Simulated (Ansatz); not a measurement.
Crystal: Te.

```
CELL_PARAMETERS angstrom
2.30590 1.33131 1.69095
-2.30590 1.33131 1.69095
0.00000 -2.66263 1.69095
ATOMIC_POSITIONS crystal
Te 0.50000 0.50000 0.50000
```

This isn't the form of Te at room conditions, which is trigonal, of chains.

Base run:

* Program: Ansatz 0.2.0
* Functional: PBEsol
* Potentials or basis: Ansatz PAW
* Cutoff: 420 eV
* Density cutoff: 1680 eV
* k mesh: 7 × 7 × 7
* Occupations: fermi-dirac, width 0.05 eV
* Spin: spin-orbit coupling, no magnetisation

Its results: band gap on the k mesh none (metal or under the smearing width); pressure 0.0 GPa.

Problem. The run is repeated on the same cell with these changes: spin from spin-orbit coupling, no magnetisation to no spin polarisation; potential files from those of the base run to others of the same set. What comes out?

Solution. Band gap on the k mesh none (metal or under the smearing width); pressure -0.5 GPa.

Caveats: the PAW data sets come from PBE, with cores solved anew for the run's functional, which leaves a small shift of forces and pressure.

Not every run made on this cell is shown here.
